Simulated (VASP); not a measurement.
SrCl2 under changes of volume

One of the cells (28.167 Å³/atom); the others are scaled copies at fixed shape and fractional positions:

```xyz
3
Lattice="0.0000 3.4829 3.4829 3.4829 0.0000 3.4829 3.4829 3.4829 0.0000" Properties=species:S:1:pos:R:3 pbc="T T T"
Sr    6.9658    3.4829    3.4829
Cl    5.2244    5.2244    5.2244
Cl    1.7415    1.7415    1.7415
```

| Item | Value |
| --- | --- |
| Program | VASP 6.6.1 |
| Functional | PBE |
| Dispersion | D3(BJ) |
| Potentials or basis | VASP PAW PBE potentials, release 64 (Sr_sv, Cl) |
| Cutoff | 520 eV |
| k mesh | 6 × 6 × 6 |
| Occupations | gaussian, width 0.02 eV |
| Spin | no spin polarisation |

| volume (Å³/atom) | energy over the lowest point (meV/atom) | pressure (GPa) | gap on the mesh (eV) |
| --- | --- | --- | --- |
| 27.040 | 5.56 | 1.6 | 5.48 |
| 27.603 | ? | ? | ? |
| 28.167 | 0.00 | -0.1 | 5.36 |
| 28.730 | 1.24 | -0.7 | 5.28 |
| 29.293 | 4.80 | -1.4 | 5.21 |

**Question.** What does the run at 27.603 Å³/atom give?

**Answer.** Energy over the lowest point 1.35 meV/atom; pressure 0.7 GPa; gap on the mesh 5.44 eV.

Worked out: A Birch-Murnaghan fit of order 2 (a polynomial in V^(-2/3)) to the other rows has its minimum at 28.17 Å³/atom with B0 = V·E''(V) = 37 GPa. It gives 1.36 meV/atom at 27.603 Å³/atom, against the run's 1.35, and -dE/dV = 0.8 GPa, against 0.7. A parabola through the other rows of the gap, of slope -3.05 eV per unit of ln V there, gives 5.42 eV, against the run's 5.44.

Energies are extrapolated to zero smearing.

A mesh can miss the band edges. Spin-orbit coupling on Sr is left out.
